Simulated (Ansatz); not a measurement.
**Moving the Hubbard U on Ti d in BaTiO3**

Space group P4mm (No. 99). a = 4.000 Å, b = 4.000 Å, c = 4.018 Å, α = 90.00°, β = 90.00°, γ = 90.00°
```csv
atom,site,symmetry,x,y,z
Ba,1a,4mm,0.0000,0.0000,0.0000
Ti,1b,4mm,0.5000,0.5000,0.4900
O,2c,2mm.,0.0000,0.5000,0.5170
O,1b,4mm,0.5000,0.5000,0.0190
```

The cell comes from a database or a generator and needn't be the form met in nature.

Kept alike: task band structure; functional PBE; k mesh 7 × 7 × 7; occupations fermi-dirac, width 0.05 eV; no spin polarisation. Program: Ansatz, Ansatz PAW, cutoff 420 eV. The mesh is that of the run's cell of 5 atoms. No spin-orbit coupling.

```csv
"Hubbard U on Ti d, U (eV)",pressure (GPa)
0,2.43
1,2.72
2,3.03
3,3.36
4,3.71
5,4.08
6,4.49
8,5.40
```

Pressure is positive in compression, with a Pulay correction for the finite cutoff. U acts here on a shell without spin polarisation. How U acts hangs on the program's projectors. U is the effective U - J on orthogonalised atomic projectors. Double counting: fully localised limit (the default).

The pressure rises from 2.43 to 5.40 GPa between 0 and 8 eV. U localises the shell and weakens its bonds, so the cell pushes outwards.
